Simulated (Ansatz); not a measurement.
# Al9N8: the cost of one run

Method: DFT PBE+D3(BJ), plane waves, PAW, scalar-relativistic, collinear spin, in Ansatz 0.2.0.

### 1 The structure to begin with

The cell holds 17 atoms (Al9N8): a = 6.162 Å, b = 6.162 Å, c = 17.437 Å, α = 90.00°, β = 90.00°, γ = 120.00°.

Its coordinates follow in the input file.

### 2 End point A

Input file input.yaml:

```yaml
crystal:
  lattice:
    - [6.162, 0.0, 0.0]
    - [-3.081, 5.336449, 0.0]
    - [0.0, 0.0, 17.437342]
  atoms:
    - { symbol: Al, position: [0.1666667, 0.3333333, 0.0573482] }
    - { symbol: Al, position: [0.3333333, 0.1666667, 0.2016076] }
    - { symbol: "N", position: [0.1666667, 0.3333333, 0.1675623] }
    - { symbol: "N", position: [0.3333333, 0.1666667, 0.3118217] }
    - { symbol: Al, position: [0.1666667, 0.8333333, 0.0573482] }
    - { symbol: Al, position: [0.3333333, 0.6666667, 0.2016076] }
    - { symbol: "N", position: [0.1666667, 0.8333333, 0.1675623] }
    - { symbol: "N", position: [0.3333333, 0.6666667, 0.3118217] }
    - { symbol: Al, position: [0.6666667, 0.3333333, 0.0573482] }
    - { symbol: Al, position: [0.8333333, 0.1666667, 0.2016076] }
    - { symbol: "N", position: [0.6666667, 0.3333333, 0.1675623] }
    - { symbol: "N", position: [0.8333333, 0.1666667, 0.3118217] }
    - { symbol: Al, position: [0.6666667, 0.8333333, 0.0573482] }
    - { symbol: Al, position: [0.8333333, 0.6666667, 0.2016076] }
    - { symbol: "N", position: [0.6666667, 0.8333333, 0.1675623] }
    - { symbol: "N", position: [0.8333333, 0.6666667, 0.3118217] }
    - { symbol: Al, position: [0.3596686, 0.1666366, 0.4247977], spin: 1.0 }
magnetization:
  spin_polarized: true
basis:
  ecutwfc: 420.0
kpoints:
  mp_grid: { grid: [3, 3, 1] }
hamiltonian:
  xc: pbe
  dispersion: d3bj
  pseudopotentials: { kind: paw, azcp: { folder: soft_1 } }
scf:
  occupations: { method: fermi_dirac, width: 0.02 }
  lower_state_search: "off"
relax:
  f_tol: 0.03
  max_steps: 60
  adjacent_minimum: "off"
  constraints: [{ sites: [0, 4, 8, 12] }]
```

On the command line:

```sh
$ ansatz run input.yaml --threads 2 --pin off --max-ram 5120MiB --backend cpu --events-out ev --progress --plain --runs-dir out
```

Q: Estimate wall time and peak memory on 2 threads of Arm Neoverse V1, shared host.

About 25 min, with a peak of 1.1 GiB.
